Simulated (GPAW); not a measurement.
Crystal: HfC.

```xyz
2
Lattice="0.0000 2.3250 2.3250 2.3250 0.0000 2.3250 2.3250 2.3250 0.0000" Properties=species:S:1:pos:R:3 pbc="T T T"
Hf    2.3250    2.3250    2.3250
C     0.0000    0.0000    0.0000
```

| Property | Result |
| --- | --- |
| Program | GPAW 26.7.0 |
| Task | relaxation of cell and atoms |
| Functional | PBEsol |
| Potentials or basis | PAW data sets generated in the run's folder for this functional |
| Cutoff | 800 eV |
| Basis | pw |
| k mesh | 10 × 10 × 10 |
| Occupations | fermi-dirac, width 0.05 eV |
| Spin | no spin polarisation |

At the start: pressure -5.3 GPa; volume 12.57 Å³/atom.

Task: Where does the relaxation end?

Result: Over 3 steps the energy falls by 4.3 meV/atom and the volume is 12.29 Å³/atom (-2.2 %); space group Fm-3m (No. 225, to 0.05 Å).

Step by step:
```csv
step,energy change (eV),largest force (eV/Å),pressure (GPa),volume (Å³)
1,0.0000,0.0000,-5.31,25.14
2,-0.0057,0.0000,-3.20,24.91
3,-0.0085,0.0000,0.07,24.59
```

Final structure:
```
Hf C
1.0
     0.00000    2.30789    2.30789
     2.30789    0.00000    2.30789
     2.30789    2.30789    0.00000
Hf C
1 1
Direct
  0.50000 0.50000 0.50000
  0.00000 0.00000 0.00000
```

Caveat: later steps reuse the first step's grids.
